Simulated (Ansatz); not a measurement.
Crystal: CuO.

```xyz
2
Lattice="0.0000 2.1166 2.1166 2.1166 0.0000 2.1166 2.1166 2.1166 0.0000" Properties=species:S:1:pos:R:3 pbc="T T T"
Cu    1.9814    1.9843    0.1219
O     2.2518    2.2488    1.9946
```

The cell comes from a database or a generator and needn't be the stable form of this composition.

Base run:

* Program: Ansatz 0.2.0
* Functional: LDA
* Potentials or basis: Ansatz PAW
* Cutoff: 420 eV
* Density cutoff: 1680 eV
* k mesh: 11 × 11 × 11
* Occupations: fermi-dirac, width 0.05 eV
* Spin: no spin polarisation

Its results: band gap on the k mesh none (metal or under the smearing width); pressure 1.5 GPa; largest force 0.595 eV/Å.

Problem. After a change of settings the same cell gave: band gap on the k mesh none (metal or under the smearing width); pressure 3.8 GPa; largest force 0.894 eV/Å. Which change was it?
A. functional from LDA to r2SCAN; cutoff from 420 eV to 500 eV; density cutoff from 1680 eV to 2000 eV; hubbard terms from none to Cu d U = 4.5 eV; hubbard projectors from none to ortho-atomic (the default)
B. functional from LDA to r2SCAN; cutoff from 420 eV to 500 eV; density cutoff from 1680 eV to 2000 eV
C. functional from LDA to PBEsol
D. hubbard terms from none to Cu d U = 4.5 eV; hubbard projectors from none to ortho-atomic (the default)

Solution. D.

Caveats: an odd number of electrons without spin polarisation forces a metal; a magnetic or distorted state may lie lower; the run has no spin polarisation, though such a crystal can be magnetic; the PAW data sets come from PBE, with cores solved anew for the run's functional, which leaves a small shift of forces and pressure; semilocal functionals often make such compounds metallic where correlation or magnetic order opens a gap, which also shifts bond lengths (some runs); U without spin polarisation on a metal has little footing (some runs).

Not every run made on this cell is shown here.
